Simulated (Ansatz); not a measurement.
# Te (C2/m) in Ansatz: band structure with PBEsol

Aim: the band structure of Te with PBEsol.

Everything below comes from runs of Ansatz 0.2.0. Logs are shortened: lines on timing, memory, paths and dates and some standing lists are left out, and cuts for length are marked.

### 1 Starting point

The structure is monoclinic, space group C2/m (No. 12). The conventional cell has a = 7.641 Å, b = 4.296 Å, c = 5.977 Å, α = 90.00°, β = 90.90°, γ = 90.00°. Around Te (site symmetry 2/m) lie 6 Te at 3.09 to 3.31 Å. Around Te (site symmetry m) lie 6 Te at 3.03 to 3.47 Å.

This isn't the form of Te at room conditions, which is trigonal, of chains.

### 2 Band structure, PBEsol

Contents of input.yaml:

```yaml
crystal:
  lattice:
    - [3.8202894285, -2.1482026, 0.0]
    - [3.8202894285, 2.1482026, 0.0]
    - [-0.0942908673, 0.0, 5.9760906531]
  atoms:
    - { symbol: Te, position: [0.0, 0.0, 0.0] }
    - { symbol: Te, position: [0.30944661, 0.30944661, 0.33880949] }
    - { symbol: Te, position: [0.69055339, 0.69055339, 0.66119051] }
hamiltonian:
  xc: pbesol
  pseudopotentials: { kind: paw }
kpoints:
  mp_grid: { grid: [7, 7, 5] }
  band_path:
    path:
      - [[0.0, 0.0, 0.0], [0.5, 0.5, -1.0], [0.106348683, 0.106348683, -1.4779432529], [0.5, 0.5, -0.5], [0.6725256635, 0.3274743365, -0.5]]
      - [[0.3274743365, -0.3274743365, 0.5], [0.0, 0.0, 0.5], [0.893651317, 0.893651317, 0.4779432529]]
      - [[0.5, 0.5, -1.0], [0.5449043427, 0.4550956573, -1.0]]
      - [[0.4550956573, -0.4550956573, 0.0], [0.0, 0.0, 0.0], [0.5, 0.0, -0.5]]
      - [[0.5, 0.0, 0.0], [0.0, 0.0, 0.0]]
    npoints: 14
scf:
  occupations: { method: fermi_dirac, width: 0.05 }
  n_extra_bands: 7
output:
  forces: true
  stress: true
  eigenvalues: true
  fatbands: true
  write_density: true
  write_potential: true
  elf: true
  volumetric_format: npy
```

Potentials or basis: Ansatz PAW.

Run with:

```sh
$ ansatz run input.yaml --threads 2 --pin off --max-ram 5632MiB --backend cpu --events-out ev --progress --plain --runs-dir out
```

The program printed:

```text
Warning: RAYON_NUM_THREADS=2 ignored (pool sized by the plan → 2); use --threads N
scf.n_extra_bands = 7 over 24 filled bands (N_el = 48.0): the run solves 31 bands
Engine: ansatz 0.2.0, aarch64-unknown-linux-gnu
Pseudopotentials: kind: paw
Pseudopotential: Te, paw, valence charge 16, recommended cutoff 420 eV (normal), Te.paw.azcp
Functional definition: PBEsol
  exchange = pbesol_x
  correlation = pbesol_c
Crystal: 3 atoms, lattice volume = 98.089 Å³
Basis set: ecut = 420 eV, 1937 PW (Γ), exchange–correlation on 60×60×80 points (8 copies of the dense FFT grid, shifted against one another)
Bands: 31, of which v1, the nominal top of the filled ones, is band 24 counted from 1 (23 counted from 0)
Symmetry: 4 space group operations
Space group: C2/m (ITA 12), of the structure as read, at distance tolerance 4.6e-5 Å
k-points: 72 of 245
Non-local potential: Te, projectors of the file, l = 0: 2, l = 1: 2, l = 2: 2, l = 3: 2
PAW form: soft (Blöchl's): semilocal exchange-correlation on the pseudo side does not see the compensation charge
PAW frozen core: Te, regenerated for the run's functional, and the local potential with it (the file was generated under x = pbe(κ = 0.804, μ = 0.2195149727645171), c = pbe(β = 0.06672455060314922))
PAW one-centre angular grid: Te, 590 points (default); XC on 64 Gauss nodes
Initial density: superposition of atomic densities (neutral atoms: chi_scale 0, normalization atom), corrected by the library's trained network
Initial wavefunctions: pseudopotential atomic-orbital guess
Functional: x = pbesol(κ = 0.804, μ = 0.12345679012345678), c = pbesol(β = 0.046)
SCF iter   1: F=—  HF=-20704.435573 eV  |F-HF|=—  |Δ(HF+E_count)|=         —  Δρ=2.33e-3  dr2=5.07e-3  ethr=1.77e-3  ⟨swp⟩=8.3  Hψ=11043  notcnv=0  defer=9
preconditioner: auto → LDOS  [metal: Δε(μ)=0.043 eV  Ē_g=9.785 eV  σ=0.050 eV  W_gap=0.21  n_scr=22 (ndim 8)  ℏωp=15.9 eV  f_vac=0.016  D(μ)=0.84/eV (n_scr^D=2)  β→1.0]
SCF iter   2: F=—  HF=-20704.432215 eV  |F-HF|=—  |Δ(HF+E_count)|=   3.36e-3  Δρ=1.28e-3  dr2=2.61e-3  ethr=1.06e-5  ⟨swp⟩=2.0  Hψ=4938  notcnv=0  defer=88
SCF iter   3: F=—  HF=-20704.431285 eV  |F-HF|=—  |Δ(HF+E_count)|=   9.30e-4  Δρ=3.61e-4  dr2=1.44e-4  ethr=5.43e-6  ⟨swp⟩=2.0  Hψ=3931  notcnv=0  defer=88
SCF iter   4: F=—  HF=-20704.431236 eV  |F-HF|=—  |Δ(HF+E_count)|=   4.94e-5  Δρ=4.70e-5  dr2=2.34e-6  ethr=3.00e-7  ⟨swp⟩=2.0  Hψ=3869  notcnv=0  defer=88
SCF iter   5: F=—  HF=-20704.431242 eV  |F-HF|=—  |Δ(HF+E_count)|=   6.32e-6  Δρ=2.18e-5  dr2=1.05e-6  ethr=4.88e-9  ⟨swp⟩=2.0  Hψ=3899  notcnv=0  defer=88
SCF iter   6: F=-20704.431242 eV  HF=-20704.431242 eV  |F-HF|=4.71e-9  |Δ(HF+E_count)|=   2.23e-7  Δρ=4.51e-6  dr2=1.52e-8  ethr=2.08e-10  ⟨swp⟩=12.6  Hψ=17829  notcnv=0
SCF 1 converged in 6 iterations: F = -20704.431242 eV  dr2 = 1.52e-8
NSCF: frozen V_eff on 145 k-points
SCF converged after 6 iterations
Free energy (F): -20704.431242 eV
Harris-Foulkes:  -20704.431242 eV  (|F-HF|=4.71e-9)
Internal energy: -20704.423910 eV  (E = F + TS)
E sigma→0 (E₀):  -20704.427576 eV
Entropy (-TS):   -0.007332 eV (-2.444 meV/atom)
Fermi energy:    9.256274 eV
--- Per-component energies (eV) ---
  E_band       = -778.105411
  E_kinetic    = 540.519113
  E_local      = -3654.004169  (includes V_loc(G=0)·N_el)
  E_nonlocal   = -924.451951
  E_hartree    = 2354.954895
  E_xc         = -369.538227
  E_vxc        = -311.604320  (∫ρ·V_xc dr)
  E_paw        = -13752.681581  (= ΣΔE_a)
  E_vpaw       = -1138.470738  (= ΣTr[D̂ρ^β])
  E_aug_tail   = -0.000597  (compensation charges beyond the density's cutoff)
  E_ewald      = -4900.345838
  E_core_change = 1.124446  (= ΣΔE_core)
  E_smearing   = -0.007332  (= −TS)
  E_closure    = 0.000000  (closes the sum)
  Σ components = -20704.431242   (vs F -20704.431242, Δ=0.00e0)
--- Forces (eV/Å), atoms counted from 1 ---
  atom   1  Te     0.00000000     0.00000000     0.00000000
  atom   2  Te     0.08187933    -0.00000000    -0.03348894
  atom   3  Te    -0.08187933     0.00000000     0.03348894
  max |Σ_I F_I| component: 0.00e0 eV/Å
--- Stress (GPa, compression-positive) ---
       -1.881584       0.000000      -0.015977
        0.000000      -1.682221      -0.000000
       -0.015977      -0.000000      -2.093783
  P = ⅓ Tr σ = -1.8859 GPa (-18.859 kbar)
--- Band table (eV; the first three rows and the last of 72) ---
  k-point 0: bands = ["-28.2094", "-28.1858", "-28.1566", "-28.1300", "-28.1154", "-28.1138", "-28.1028", "-28.0931", "-28.0904", "-28.0601", "-27.9504", "-27.9363", "-27.9003", "-27.7939", "-27.7936", "-4.4649", "-1.2737", "-1.1326", "6.5039", "6.5395", "6.9808", "7.1930", "7.5923", "7.8065", "10.1997", "10.2318", "10.7687", "13.9388", "14.3429", "15.3567", "15.4081"]
  k-point 1: bands = ["-28.2090", "-28.1859", "-28.1565", "-28.1305", "-28.1161", "-28.1112", "-28.1032", "-28.0927", "-28.0901", "-28.0633", "-27.9494", "-27.9364", "-27.9003", "-27.7938", "-27.7936", "-4.3278", "-2.2790", "-0.0926", "6.1632", "6.5392", "6.6607", "7.7141", "7.8193", "7.9526", "9.8734", "9.8935", "10.3511", "13.3872", "14.7270", "14.9068", "15.2874"]
  k-point 2: bands = ["-28.2083", "-28.1860", "-28.1564", "-28.1312", "-28.1167", "-28.1071", "-28.1037", "-28.0918", "-28.0897", "-28.0692", "-27.9479", "-27.9364", "-27.9004", "-27.7937", "-27.7936", "-3.9389", "-3.1596", "0.7265", "5.5646", "6.5398", "6.6222", "7.9801", "8.3208", "8.5697", "9.2654", "9.3041", "9.5812", "13.0270", "14.2310", "14.3801", "16.3570"]
  k-point 71: bands = ["-28.2056", "-28.1842", "-28.1579", "-28.1360", "-28.1129", "-28.1038", "-28.0998", "-28.0919", "-28.0856", "-28.0706", "-27.9560", "-27.9364", "-27.9004", "-27.7938", "-27.7935", "-2.8761", "-1.9307", "-1.4357", "3.4725", "4.5596", "5.2978", "6.9377", "8.1978", "8.4590", "10.3082", "10.4575", "11.5498", "13.3738", "14.7182", "16.9434", "17.2667"]
```

bands.tsv:

```text
[... 170 lines left out ...]
9.534363	-37.465411	-37.441985	-37.412980	-37.386804	-37.371335	-37.370046	-37.359258	-37.349180	-37.346713	-37.316460	-37.206711	-37.192602	-37.156610	-37.050229	-37.049897	-13.710512	-10.527594	-10.389611	-2.906736	-2.812025	-2.388364	-1.880842	-1.632143	-1.292070	0.892820	0.941335	1.475729	4.664920	5.043020	6.100713	6.225022
9.594285	-37.465633	-37.442090	-37.412904	-37.386322	-37.371671	-37.370058	-37.359111	-37.349368	-37.346709	-37.316366	-37.206708	-37.192604	-37.156607	-37.050223	-37.049912	-13.721216	-10.530019	-10.388917	-2.752341	-2.716781	-2.275427	-2.063317	-1.663944	-1.449749	0.943470	0.975495	1.512468	4.682546	5.086624	6.100428	6.151824
```

rho_z.tsv:

```text
# z_ang	rho[e/angstrom^3]
# format = ansatz-planar-average/11
# lattice	3.820289429	-2.148202600	0.000000000
# lattice	3.820289429	2.148202600	0.000000000
# lattice	-0.094290867	0.000000000	5.976090653
# sites	3
# site	52	0.000000000	0.000000000	0.000000000
# site	52	2.332404585	0.000000000	2.024756226
# site	52	5.213883405	0.000000000	3.951334427
0.000000	9.278844e-1
0.149421	8.576827e-1
0.298842	6.799698e-1
0.448263	4.730413e-1
0.597683	3.122453e-1
0.747104	2.279335e-1
[... 32 lines left out ...]
5.677993	6.799698e-1
5.827414	8.576827e-1
```

It took 15 s on 2 threads of Arm Neoverse V2, shared host; peak memory 0.53 GiB.

What came out:

```yaml
Free_energy: -20704.4312 eV
Pressure: -1.9 GPa
Largest_force: 0.088 eV/Å
Band_gap_along_the_path: none (metal or under the smearing width)
```

Forces on the atoms (eV/Å):
```
Te   0.000  0.000  0.000
Te   0.082  0.000 -0.033
Te  -0.082  0.000  0.033
```

Stress tensor (GPa, compression positive):
```
-1.88  0.00 -0.02
 0.00 -1.68  0.00
-0.02  0.00 -2.09
```

Levels at the corners of the path, in eV from the Fermi level:
```tsv
point	band 20	band 21	band 22	band 23	band 24	band 25	band 26	band 27	band 28	band 29
Γ	-2.72	-2.28	-2.06	-1.66	-1.45	0.94	0.98	1.51	4.68	5.09
Y	-4.24	-4.12	-4.00	-0.37	-0.17	0.04	0.20	2.35	3.65	7.71
F	-2.81	-2.66	-2.30	-1.24	-1.04	0.35	0.50	1.35	3.98	4.62
L	-3.31	-3.28	-3.15	-2.59	-0.12	0.25	2.31	2.41	4.20	4.52
I	-5.26	-5.23	-0.46	-0.23	0.16	0.17	0.31	0.81	5.93	6.26
I1	-5.26	-5.23	-0.46	-0.23	0.16	0.17	0.31	0.81	5.93	6.26
Z	-2.72	-2.64	-1.22	-0.82	-0.37	-0.21	-0.15	0.15	3.73	4.91
F1	-2.81	-2.66	-2.30	-1.24	-1.04	0.35	0.50	1.35	3.98	4.62
Y	-4.24	-4.12	-4.00	-0.37	-0.17	0.04	0.20	2.35	3.65	7.71
X1	-4.19	-4.14	-3.95	-1.30	-0.97	0.77	1.21	2.66	3.59	7.22
X	-4.19	-4.14	-3.95	-1.30	-0.97	0.77	1.21	2.66	3.59	7.22
Γ	-2.72	-2.28	-2.06	-1.66	-1.45	0.94	0.98	1.51	4.68	5.09
N	-3.65	-3.46	-2.78	-2.67	-0.26	0.23	1.96	2.63	4.26	4.54
M	-4.52	-4.16	-3.85	-0.65	-0.64	0.20	0.33	2.33	3.56	7.90
Γ	-2.72	-2.28	-2.06	-1.66	-1.45	0.94	0.98	1.51	4.68	5.09
```

Caveat: spin-orbit coupling is left out, which moves the levels of the heavy elements; the PAW data sets come from PBE, with cores solved anew for the run's functional, which leaves a small shift of forces and pressure.

### 3 The reference run

An earlier run on the cell as given: functional PBEsol; potentials or basis Ansatz PAW; cutoff 420 eV (not typed: the program's choice for these potentials); k mesh 7 × 7 × 5; occupations fermi-dirac, width 0.05 eV; no spin polarisation.

* Pressure: -1.9 GPa
* Largest force: 0.088 eV/Å
